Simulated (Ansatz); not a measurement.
## GeTe (R3m, No. 160, 2 atoms in the cell)

These are HSE06 in Ansatz (plane waves, PAW) values and carry that method's errors.

Settings: plane-wave cutoff 460 eV, 8×8×8 k mesh, Fermi–Dirac smearing 0.01 eV, scalar-relativistic PAW data made under PBE.

Cell (relaxed with PBEsol):

```cif
data_Ge3Te3
_chemical_formula_sum 'Ge3 Te3'
_space_group_name_H-M_alt 'R3m :H'
_space_group_IT_number 160
_space_group_name_Hall 'R 3 -2"'
_cell_length_a 4.16213
_cell_length_b 4.16213
_cell_length_c 10.46517
_cell_angle_alpha 90.000
_cell_angle_beta 90.000
_cell_angle_gamma 120.000
loop_
_atom_site_label
_atom_site_type_symbol
_atom_site_symmetry_multiplicity
_atom_site_Wyckoff_symbol
_atom_site_fract_x
_atom_site_fract_y
_atom_site_fract_z
_atom_site_occupancy
Ge1 Ge 3 a 0.00000 0.00000 0.00117 1
Te1 Te 3 a 0.00000 0.00000 0.47782 1
```
(The calculation used a cell of 2 atoms; values per cell refer to that cell.)

```
Quantity                                                           Value
-------------------------------------------  ---------------------------
band gap                                     0.67 eV (on the SCF k mesh)
smallest direct gap on the k points sampled                      0.73 eV
direct gap at Γ                                                  5.72 eV
```

Note: cell and atoms aren't relaxed at this level (largest force component 0.15 eV/Å, pressure 1.5 GPa).

Spin–orbit coupling is not included; with these elements it can move the gap by several tenths of an eV or more.

Static lattice: no zero-point or thermal effects.

The result took about 4 core-minutes (a rough figure).

Ansatz is a first-principles code.
